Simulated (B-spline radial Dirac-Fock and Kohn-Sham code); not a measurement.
The M1 (3s) level from Ca to Zr

Model: relaxed Dirac-Fock hole states (ΔSCF) with Breit and QED corrections and a finite nucleus. Program: a B-spline atomic structure program. Free neutral atoms, energies in eV. Correlation and solid-state effects are left out. Relaxation, Breit and QED are contributions to the binding energy. "Screened" places the removed electron in the lowest shell with room, a model of an edge from the Fermi level; tabulated edges (Elam, Ravel and Sieber 2002) are for the standard state, and for monatomic gases they compare with the unscreened value. A dash: no value, or a hole state left out as unreliable.

| Z | element | binding | relaxation | Breit | QED | screened | tabulated edge |
| --- | --- | --- | --- | --- | --- | --- | --- |
| 20 | Ca | 58.77 | -2.8 | -0.01 | -0.01 | 54.25 | 44.3 |
| 21 | Sc | 66.90 | -3.6 | -0.02 | -0.02 | 58.43 | 51.1 |
| 22 | Ti | 75.07 | -4.2 | -0.02 | -0.02 | 65.67 | 58.7 |
| 23 | V | 83.42 | -4.7 | -0.03 | -0.03 | 73.15 | 66.3 |
| 25 | Mn | 100.9 | -5.6 | -0.04 | -0.04 | 88.97 | 82.3 |
| 26 | Fe | 110.0 | -6.1 | -0.05 | -0.05 | 97.35 | 91.3 |
| 27 | Co | 119.5 | -6.5 | -0.06 | -0.06 | 106.1 | 101 |
| 28 | Ni | 129.3 | -6.9 | -0.07 | -0.07 | 115.2 | 110.8 |
| 30 | Zn | 149.9 | -7.8 | -0.09 | -0.09 | 144.4 | 139.8 |
| 31 | Ga | 171.0 | -7.9 | -0.09 | -0.10 | 164.1 | 159.51 |
| 32 | Ge | 193.4 | -8.1 | -0.11 | -0.12 | 185.1 | 180.1 |
| 33 | As | 217.1 | -8.3 | -0.12 | -0.14 | 207.2 | 204.7 |
| 34 | Se | 242.1 | -8.6 | -0.13 | -0.15 | 230.6 | 229.6 |
| 35 | Br | 268.3 | -8.9 | -0.15 | -0.18 | 255.2 | 257 |
| 36 | Kr | 295.9 | -9.2 | -0.17 | -0.20 | 292.1 | 292.8 |
| 37 | Rb | 331.9 | -9.5 | -0.19 | -0.22 | 327.2 | 326.7 |
| 38 | Sr | 369.8 | -9.6 | -0.22 | -0.25 | 365.6 | 358.7 |
| 40 | Zr | 442.7 | -11.1 | -0.29 | -0.31 | 434.5 | 430.3 |

Values without a named source are computed, but for edge energies of neutral atoms, which are taken from tables.
